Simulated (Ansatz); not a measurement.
# SiNi2: straining the crystal, biaxial strain in the a-b plane

The task here is to estimate one member of a computed series from the others.

Program: Ansatz 0.2.0. Level of theory: DFT PBEsol, scalar-relativistic, plane waves, PAW. These are calculated values, not measurements.

2 further runs of the same task are left out: 2 set aside as unsound or not needed.

## The system as given

It takes space group P6_3/mmc (No. 194, hexagonal). The conventional cell has a = 3.868 Å, b = 3.868 Å, c = 4.917 Å, α = 90.00°, β = 90.00°, γ = 120.00°. Si (site symmetry -6m2) has 11 Ni at 2.23 to 2.55 Å as nearest neighbours. Around Ni (site symmetry -3m) lie 8 Ni at 2.46 to 2.55 Å and 6 Si at 2.55 Å. Ni (site symmetry -6m2) has 5 Si at 2.23 to 2.46 Å and 6 Ni at 2.55 Å as nearest neighbours.

Coordinates:

```cif
data_structure
_symmetry_space_group_name_H-M 'P 1'
_symmetry_Int_Tables_number 1
_cell_length_a 3.8685
_cell_length_b 3.8685
_cell_length_c 4.9170
_cell_angle_alpha 90.000
_cell_angle_beta 90.000
_cell_angle_gamma 120.000
_cell_volume 63.72
loop_
_atom_site_label
_atom_site_type_symbol
_atom_site_fract_x
_atom_site_fract_y
_atom_site_fract_z
_atom_site_occupancy
Si1 Si 0.33333 0.66667 0.75000 1
Si2 Si 0.66667 0.33333 0.25000 1
Ni1 Ni 0.00000 0.00000 0.00000 1
Ni2 Ni 0.00000 0.00000 0.50000 1
Ni3 Ni 0.33333 0.66667 0.25000 1
Ni4 Ni 0.66667 0.33333 0.75000 1
```

This cell was relaxed beforehand with the same method: volume 10.62 Å³/atom, gap on the mesh none (metal).

Set-up of the first run:

File input.yaml:

```yaml
crystal:
  lattice:
    - [3.8684636537, 0.0, 0.0]
    - [-1.9342318269, 3.3501877978, 0.0]
    - [0.0, 0.0, 4.9169852589]
  atoms:
    - { symbol: Si, position: [0.3333333333, 0.6666666667, 0.75] }
    - { symbol: Si, position: [0.6666666667, 0.3333333333, 0.25] }
    - { symbol: Ni, position: [0.0, 0.0, 0.0] }
    - { symbol: Ni, position: [0.0, 0.0, 0.5] }
    - { symbol: Ni, position: [0.3333333333, 0.6666666667, 0.25] }
    - { symbol: Ni, position: [0.6666666667, 0.3333333333, 0.75] }
basis:
  ecutwfc: 420
kpoints:
  mp_grid: { grid: [12, 12, 8] }
hamiltonian:
  xc: pbesol
scf:
  occupations: { method: gaussian, width: 0.1 }
output:
  forces: true
  stress: true
  eigenvalues: true
```

Run with:

```bash
> ansatz run input.yaml --threads 1 --pin off --max-ram 2560MiB --backend cpu --events-out ev --progress --plain --runs-dir out
```

Steps of the session up to this table: Zero strain; At -2.0 %; Strain +2.0 %; At -4.0 %; The cell strained by +4.0 %; Strain -6.0 %; The cell strained by +6.0 %.

One table of the session follows, with a row left open; its other results are not shown here.

Lengths are those of the vectors of the cell that was run; stresses in GPa:

```
strain (%)  ΔE (meV/atom)  a (Å)  b (Å)  c (Å)
      -6.0          138.9  3.636  3.636  5.204
      -4.0           59.4  3.714  3.714  5.088
      -2.0           14.3  3.791  3.791  4.991
      +0.0            0.0  3.868  3.868  4.917
      +2.0           13.1  3.946  3.946  4.858
      +4.0              ?      ?      ?      ?
      +6.0          106.1  4.101  4.101  4.771
```

Estimate the missing values for strain (%) = +4.0.

Worked estimate for «ΔE (meV/atom)». A straight line through the neighbours (2.0, 13.1) and (6.0, 106.1) gives 13.1 + (106.1 − 13.1) × (4.0 − 2.0) / (6.0 − 2.0) = 59.6; a parabola fitted to 3 rows on both sides gives 48.5.

**Answer.** ΔE (meV/atom): 49.7; a (Å): 4.023; b (Å): 4.023; c (Å): 4.810. In «ΔE (meV/atom)» the line misses by +9.9 and the parabola by -1.2.

ΔE is over the unstrained cell. Stress in GPa, positive in compression, on the Cartesian axes of the input. 

Limits of these values: Spin polarisation is off in the runs that give these values; a magnetic solution could lie lower.
